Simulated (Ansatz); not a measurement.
## Ta: energy less free atoms and pressure against volume scale

All results are calculated (Ansatz 0.2.0). Periodic Kohn-Sham DFT of a crystal at fixed atoms, scaled to volume_scale times the given cell; pressure positive in compression, energy less spherical unpolarised free atoms, largest_vzz the field gradient of largest size among the nuclei.

The cell before it is scaled or strained (space group Im-3m, No. 229):
```
Ta
1.0
     -1.6513     1.6513     1.6513
      1.6513    -1.6513     1.6513
      1.6513     1.6513    -1.6513
Ta
1
Direct
  0.00000 0.00000 0.00000
```

Settings of every row: method all-electron LAPW; functional PBE; relativity scalar; k mesh 17x17x17; filling fermi-dirac; smearing width 0.08 eV; basis error target 0.5 meV/atom; nucleus gaussian.

Atom start moment: 0 on all atoms.

Limits: no spin-orbit coupling on heavy atoms.

```
row  volume scale  V (Å³/atom)  energy less free atoms (eV/atom)  pressure (GPa)
  1          0.94        16.93                           -9.6813          17.371
  2        0.9405       16.939                           -9.6823          17.234
  3          0.96       17.291                           -9.7144          12.132
  4          0.97       17.471                           -9.7267           9.696
  5          0.98       17.651                           -9.7362           7.376
  6             1        18.01                           -9.7479           3.059
  7          1.01       18.191                           -9.7502           1.053
  8          1.02       18.371                           -9.7503          -0.859
  9          1.03       18.551                           -9.7483          -2.681
 10          1.04       18.731                           -9.7443          -4.417
 11          1.06       19.092                                 ?               ?
```

Question: what energy less free atoms and pressure should row 11 give?

Worked fit of energy less free atoms. Take u = (V_r/V)^(2/3) − 1 with V_r = 17.831 Å³ an atom, which is twice the finite (Eulerian) strain; such expansions in the strain, on which the Birch-Murnaghan equation of state is built, carry the rest volume and the bulk modulus. The shown rows have u = 0.03517, 0.03481, 0.02071, 0.01369, 0.00679, -0.00664, -0.01324, -0.01969, -0.02604, -0.03229. Least squares give energy less free atoms = −9.74327 + 0.8605 × u + 25.632 × u² eV/atom; a straight line predicts inner rows, each left out in turn, worse (root mean square 0.012 against 5e-05 eV/atom). The rows lie off it by 0.0000, 0.0000, 0.0001, 0.0000, 0.0000, 0.0000, 0.0000, 0.0000, 0.0000, 0.0000. Its lowest point lies at u = -0.0168, or V = 18.29 Å³ an atom, and the curvature there gives the bulk modulus at fixed shape and fractions, B = (4/9)(1 + u)² E″(u)/V = 193 GPa. The withheld row has u = -0.04453, so the fit gives −9.74327 + 0.8605 × (-0.04453) + 25.632 × (-0.04453)² = -9.7308 eV/atom.

The calculation gave -9.7307 eV/atom. The fit lies 0.0001 eV/atom (0.14 % of the column's range) below it, one unit of the last digit. This row lies beyond the range of the fit.

Worked fit of pressure. Take u = (V_r/V)^(2/3) − 1 with V_r = 17.831 Å³ an atom, which is twice the finite (Eulerian) strain; such expansions in the strain, on which the Birch-Murnaghan equation of state is built, carry the rest volume and the bulk modulus. The shown rows have u = 0.03517, 0.03481, 0.02071, 0.01369, 0.00679, -0.00664, -0.01324, -0.01969, -0.02604, -0.03229. Least squares give pressure = 5.1644 + 320.781 × u + 747.08 × u² GPa; a straight line predicts inner rows, each left out in turn, worse (root mean square 0.34 against 0.0051 GPa). The rows lie off it by 0.001, -0.002, 0.004, 0.000, -0.001, -0.008, 0.005, 0.003, 0.001, -0.002 (root mean square 0.0035 GPa). The pressure vanishes at u = -0.0168, or V = 18.29 Å³ an atom, and there the bulk modulus at fixed shape and fractions is B = −V dP/dV = (2/3)(1 + u) dP/du = 194 GPa. The withheld row has u = -0.04453, so the fit gives 5.1644 + 320.781 × (-0.04453) + 747.08 × (-0.04453)² = -7.639 GPa.

The calculation gave -7.651 GPa. The fit lies 0.012 GPa (0.048 % of the column's range) above it; its largest miss of a shown row is 0.008 GPa. This row lies beyond the range of the fit.
